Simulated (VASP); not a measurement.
# CdSe (P6_3mc) in VASP: a series of runs, part 2 of 2

VASP 6.6.1. Earlier steps stand in the parts before.

## Step 3: Single point, r2SCAN+rVV10

This run uses another cell than the first one, of 28.41 Å³/atom.

Input file POSCAR:

```
CdSe
1.0
    4.3161812975      0.0000000000      0.0000000000
   -2.1580906488      3.7379226510      0.0000000000
    0.0000000000      0.0000000000      7.0432474628
Cd Se
2 2
Direct
    0.3333333333      0.6666666667      0.0046486997
    0.6666666667      0.3333333333      0.5046486997
    0.3333333333      0.6666666667      0.3803513003
    0.6666666667      0.3333333333      0.8803513003
```

Input file INCAR.step1:

```
SYSTEM = CdSe
PREC     = Accurate       ! precision mode
ENCUT    = 550            ! plane-wave cutoff, eV
ISMEAR   = 0              ! smearing method
SIGMA    = 0.02           ! smearing width, eV
LREAL    = .False.        ! projectors in reciprocal space
LASPH    = .True.         ! aspherical terms in the spheres
NELM     = 120            ! most SCF steps
NBANDS   = 26             ! bands
GGA      = PE             ! functional
ALGO     = Normal         ! electronic algorithm
EDIFF    = 1E-5           ! SCF threshold, eV
LWAVE    = .True.         ! write WAVECAR
LCHARG   = .False.        ! write CHGCAR
GGA_COMPAT= .False.
```

Input file INCAR.step2:

```
SYSTEM = CdSe
PREC     = Accurate       ! precision mode
ENCUT    = 550            ! plane-wave cutoff, eV
EDIFF    = 1E-6           ! SCF threshold, eV
ISMEAR   = 0              ! smearing method
SIGMA    = 0.02           ! smearing width, eV
LREAL    = .False.        ! projectors in reciprocal space
LASPH    = .True.         ! aspherical terms in the spheres
NELM     = 120            ! most SCF steps
ALGO     = Normal         ! electronic algorithm
ISIF     = 2              ! what is computed and relaxed
LWAVE    = .False.        ! write WAVECAR
LCHARG   = .False.        ! write CHGCAR
METAGGA  = R2SCAN         ! meta-GGA
LMIXTAU  = .True.       
LUSE_VDW = .True.       
IVDW_NL  = 2            
BPARAM   = 11.95        
CPARAM   = 0.0093       
NBANDS   = 26             ! bands
ISTART   = 1            
GGA_COMPAT= .False.
```

Input file KPOINTS:

```
Automatic mesh
0
Gamma
  9 9 4
  0 0 0
```

Potentials or basis: VASP PAW PBE potentials, release 64 (Cd, Se).

Run with:

```
$ cat potpaw_PBE.64/Cd/POTCAR potpaw_PBE.64/Se/POTCAR > POTCAR
$ cp INCAR.step1 INCAR
$ mpirun -np 1 vasp_std > vasp.out
$ cp INCAR.step2 INCAR
$ mpirun -np 1 vasp_std > vasp.out
```

OUTCAR:

```text
SYSTEM = CdSe
   PREC = Accurate
   ENCUT = 550
   EDIFF = 1E-6
   ISMEAR = 0
   LREAL = .False.
   LASPH = .True.
   NELM = 120
   ISIF = 2
   METAGGA = R2SCAN
   IVDW_NL = 2
   BPARAM = 11.95
   ISTART = 1

 ion  position               nearest neighbor table
   1  0.333  0.667  0.005-   4 2.64   4 2.64   4 2.64   3 2.65
   2  0.667  0.333  0.505-   3 2.64   3 2.64   3 2.64   4 2.65
   3  0.333  0.667  0.380-   2 2.64   2 2.64   2 2.64   1 2.65
   4  0.667  0.333  0.880-   1 2.64   1 2.64   1 2.64   2 2.65

  LATTYP: Found a hexagonal cell.
 ALAT       =     4.3161812975
 C/A-ratio  =     1.6318238223

  Lattice vectors:

 A1 = (   4.3161812975,   0.0000000000,   0.0000000000)
 A2 = (  -2.1580906488,   3.7379226510,   0.0000000000)
 A3 = (   0.0000000000,   0.0000000000,   7.0432474628)

Analysis of symmetry for initial positions (statically):
=====================================================================
 Subroutine PRICEL returns:
 Original cell was already a primitive cell.

 Routine SETGRP: Setting up the symmetry group for a
 hexagonal supercell.

 Subroutine GETGRP returns: Found 12 space group operations
 (whereof  6 operations were pure point group operations)
 out of a pool of 24 trial point group operations.

The static configuration has the point symmetry C_3v.
 The point group associated with its full space group is C_6v.

Analysis of symmetry for dynamics (positions and initial velocities):
=====================================================================
 Subroutine PRICEL returns:
 Original cell was already a primitive cell.

 Routine SETGRP: Setting up the symmetry group for a
 hexagonal supercell.

 Subroutine GETGRP returns: Found 12 space group operations
 (whereof  6 operations were pure point group operations)
 out of a pool of 24 trial point group operations.

The dynamic configuration has the point symmetry C_3v.
 The point group associated with its full space group is C_6v.

[... 117 lines left out ...]
   ISMEAR =     0;   SIGMA  =   0.02  broadening in eV -4-tet -1-fermi 0-gaus
   EFERMI_NEDOS =   21; number of points for ismear=-14 and -15
   IALGO  =     38    algorithm
   IMIX   =      4    mixing-type and parameters
     AMIX     =   0.40;   BMIX     =  1.00
     AMIX_MAG =   1.60;   BMIX_MAG =  1.00
  volume/ion in A,a.u.               =      28.41       191.71
  Fermi-wavevector in a.u.,A,eV,Ry     =   1.116027  2.108985 16.946276  1.245516
  Thomas-Fermi vector in A             =   2.252637
   LORBIT       =      0    0 simple, 1 ext, 2 COOP (PROOUT), +10 PAW based schemes
   METAGGA = R2SCAN    functional components
   LHFCALC =     F    Hartree Fock is set to
   AEXX    =    0.0000 exact exchange contribution
   IVDW_NL    =     2    kernel type
   BPARAM     =11.9500
   IVDW    =     0    specifies the selected vdW correction
   LEPSILON=     F    determine dielectric tensor
   LRPA    =     F    only Hartree local field effects (RPA)
 non-spin polarized calculation
 Gauss-broadening in eV      SIGMA  =   0.02
  energy-cutoff  :      550.00
  volume of cell :      113.63
 maximum number of plane-waves:      3357
 NGX is ok and might be reduce to    36
   NGX = 17   NGY = 17   NGZ = 27

 number of electron      35.9999988 magnetization

 Free energy of the ion-electron system (eV)
  ---------------------------------------------------
  ext. energy  EPLUGINS =         0.00000000
  ---------------------------------------------------
  free energy    TOTEN  =       -70.64414945 eV

  energy without entropy =      -70.64414945  energy(sigma->0) =      -70.64414945

 E-fermi :   0.6578     XC(G=0):  -9.4508

 val. band max:        0.5557301448   @ k =   0.0000   0.0000   0.0000
 cond. band min:       1.6334512559   @ k =   0.0000   0.0000   0.0000
 fundamental gap:      1.0777211112
 Fermi energy:         0.6577831087

 k-point     1 :       0.0000    0.0000    0.0000
  band No.  band energies     occupation
      1     -12.4214      2.00000
      2     -12.0414      2.00000
      3      -7.5579      2.00000
      4      -7.5508      2.00000
      5      -7.5508      2.00000
      6      -7.4788      2.00000
[... 685 lines left out ...]
     25       9.7993      0.00000
     26       9.7993      0.00000

 [... further k-points ...]
[... 5 lines left out ...]
  --------------------------------------------------------------------------------------
  -------------------------------------------------------------------------------------
  Total        0.2589347      0.2589347      0.2642270     -0.0000000      0.0000000     -0.0000000
  in kB        3.6508832      3.6508832      3.7255023     -0.0000000      0.0000000     -0.0000000
  external PRESSURE =       3.6757562 kB  Pullay stress =       0.0000000 kB

 VOLUME and BASIS-vectors are now :
 -----------------------------------------------------------------------------
  energy-cutoff  :      550.00
  volume of cell :      113.63
      direct lattice vectors                 reciprocal lattice vectors
     4.316181298  0.000000000  0.000000000     0.231686283  0.133764138  0.000000000
    -2.158090649  3.737922651  0.000000000     0.000000000  0.267528275  0.000000000
     0.000000000  0.000000000  7.043247463     0.000000000  0.000000000  0.141979961

 POSITION                                       TOTAL-FORCE (eV/Angst)
 -----------------------------------------------------------------------------------
     -0.00000      2.49195      0.03274        -0.000000      0.000000      0.001379
      2.15809      1.24597      3.55437         0.000000     -0.000000      0.001379
     -0.00000      2.49195      2.67891         0.000000      0.000000     -0.001379
      2.15809      1.24597      6.20053         0.000000      0.000000     -0.001379
 -----------------------------------------------------------------------------------
    total drift:                               -0.000000      0.000000      0.002511

  FREE ENERGIE OF THE ION-ELECTRON SYSTEM (eV)
  ---------------------------------------------------
  free  energy   TOTEN  =       -70.6441494520 eV

  energy  without entropy=      -70.6441494520  energy(sigma->0) =      -70.64414945
```

OSZICAR.step1:

```text
N       E                     dE             d eps       ncg     rms          rms(c)
DAV:   1     0.246764818572E+03    0.24676E+03   -0.17450E+04  1872   0.130E+03
DAV:   2     0.136953135706E+01   -0.24540E+03   -0.23762E+03  2024   0.316E+02
DAV:   3    -0.115910925830E+02   -0.12961E+02   -0.12891E+02  2244   0.720E+01
DAV:   4    -0.117000640731E+02   -0.10897E+00   -0.10887E+00  2092   0.619E+00
DAV:   5    -0.117007314926E+02   -0.66742E-03   -0.66740E-03  2160   0.472E-01    0.862E+00
DAV:   6    -0.109818536327E+02    0.71888E+00   -0.12356E+00  2242   0.109E+01    0.681E+00
DAV:   7    -0.109489583539E+02    0.32895E-01   -0.52068E-01  1976   0.367E+00    0.258E+00
DAV:   8    -0.109476459286E+02    0.13124E-02   -0.53019E-02  1952   0.230E+00    0.385E-01
DAV:   9    -0.109477402409E+02   -0.94312E-04   -0.70539E-03  2022   0.961E-01    0.106E-01
DAV:  10    -0.109478902869E+02   -0.15005E-03   -0.80210E-04  1988   0.306E-01    0.719E-02
DAV:  11    -0.109479831162E+02   -0.92829E-04   -0.21199E-04  1928   0.828E-02    0.284E-02
DAV:  12    -0.109479783718E+02    0.47445E-05   -0.40647E-05  2124   0.673E-02
   1 F= -.10947978E+02 E0= -.10947978E+02  d E =-.244714E-18
```

Wall time 6.9 min (1 thread of Intel Xeon 8259CL, shared host); peak memory 0.59 GiB.

Results:

```
Free energy            : -70.6441 eV
Pressure               : 0.4 GPa
Band gap on the k mesh : 1.08 eV
```

Caveat: the PAW data sets were made with another functional, which shifts forces and pressure a little.

## Step 4: Comparison with measurements

Step 3. Measured gap of CdSe: 1.841 eV (2 K; a printed reference work, data compilation). This calculation gives 1.08 eV (-0.76 eV). Spin-orbit coupling on Cd, Se is left out. The value is that of r2SCAN+rVV10, without temperature or zero-point motion.
